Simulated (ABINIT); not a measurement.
Write the native input for ABINIT 10.8.3 (patched build) that does the following.

```yaml
Task: single point
Functional: PBE
Potentials_or_basis: JTH PAW PBE v2.0
Cutoff: 408 eV
k_mesh: 12 × 12 × 6
Occupations: methfessel-paxton, width 0.1 eV
Spin: collinear spin, ferromagnetic start
Starting_moments: "[2.0, 2.0] μB"
Fine-grid_cutoff: 816.342 eV
```

Crystal: V.

```
V
1.0
     2.60429    0.00000    0.00000
    -1.30215    2.25538    0.00000
     0.00000    0.00000    4.72334
V
2
Direct
  0.33333 0.66667 0.25000
  0.66667 0.33333 0.75000
```

This isn't the form of V at room conditions, which is bcc.

The input as run:

run.abi

```
pp_dirpath "./"
pseudos "V.GGA_PBE-JTH.xml"

acell 4.9214026021 4.9214026019 8.9258114346
rprim
     1.0000000000     0.0000000000     0.0000000000
    -0.5000000000     0.8660254038     0.0000000000
     0.0000000000     0.0000000000     1.0000000000
ntypat 1
znucl 23
natom 2
typat 1 1
xred
     0.3333333333     0.6666666667     0.2500000000
     0.6666666667     0.3333333333     0.7500000000

ecut 15.0
pawecutdg 30.0
pawxcdev 0

kptopt 1
ngkpt 12 12 6
nshiftk 1
shiftk 0.0 0.0 0.0

ixc 11

nband 18
occopt 6
tsmear 0.1 eV

nsppol 2
spinat
     0.0000000000     0.0000000000     2.0000000000
     0.0000000000     0.0000000000     2.0000000000

nstep 100
tolvrs 1.0e-9

iomode 3
prtwf 0
prtden 0
prteig 0
prtebands 0
```

Potentials or basis: JTH PAW PBE v2.0.

Launch:

```sh
$ abinit run.abi > log 2>&1
```

It gave:

```
Pressure                                              : -0.2 GPa
Band gap on the k mesh                                : none (metal or under the smearing width)
Net moment                                            : 0.00 μB per cell
Valence electrons inside the program's atomic spheres : V 11.23 (radii [1.1698] Å)
```

It took 53 s on 1 thread of Arm Neoverse V1 (shared host), peak memory 0.14 GiB.
